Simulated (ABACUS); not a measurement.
## Sb: single point with r2SCAN

Crystal: Sb.

```xyz
2
Lattice="2.1542 1.2437 3.7580 -2.1542 1.2437 3.7580 0.0000 -2.4875 3.7580" Properties=species:S:1:pos:R:3 pbc="T T T"
Sb    0.0000    0.0000    8.6416
Sb    0.0000    0.0000    2.6324
```

```json
{
  "Program": "ABACUS 3.10.1",
  "Task": "single point",
  "Functional": "r2SCAN",
  "Potentials or basis": "SG15 ONCV 1.2 PBE",
  "Cutoff": "1279 eV",
  "Density cutoff": "5116 eV",
  "Basis": "plane waves",
  "k mesh": "5 × 5 × 5",
  "Occupations": "fermi-dirac, width 0.05 eV",
  "Spin": "no spin polarisation",
  "Radial cutoff of the potentials (pseudo_rcut)": "7 bohr",
  "SCF threshold on the density": "1e-08",
  "Max SCF steps": "100",
  "Eigensolver": "dav",
  "Mixing": "broyden",
  "Mixing share": "0.7",
  "Symmetry key": "1",
  "Bands": "25"
}
```

| Property | Result |
| --- | --- |
| Pressure | 0.1 GPa |
| Largest force | 0.285 eV/Å |
| Band gap on the k mesh | 0.40 eV, indirect (least direct gap 0.59 eV) |

Forces on the atoms (eV/Å):
```
Sb   0.000  0.000  0.285
Sb   0.000  0.000 -0.285
```

Stress tensor (GPa, compression positive):
```
 0.31  0.00  0.00
 0.00  0.31  0.00
 0.00  0.00 -0.22
```

Levels at points of the mesh, in eV from the valence-band top:
```tsv
k point	band 11	band 12	band 13	band 14	band 15	band 16	band 17	band 18	band 19	band 20
(0.00, 0.00, 0.00)	-13.31	-5.27	-2.16	-1.89	-1.89	2.34	2.89	2.89	6.00	6.00
```

Wall time 51 s on 4 MPI ranks on Intel(R) Xeon(R) 6975P-C (Granite Rapids), on a shared host, peak memory 0.56 GiB a rank.

Caveat: the potentials were made for another functional, which shifts forces and pressure; spin-orbit coupling is left out, which moves the levels of the heavy elements; an odd mesh through Γ misses points on the zone boundary, where band edges often lie. r2SCAN opens gaps a little over a GGA but as a rule still falls short of measured ones.
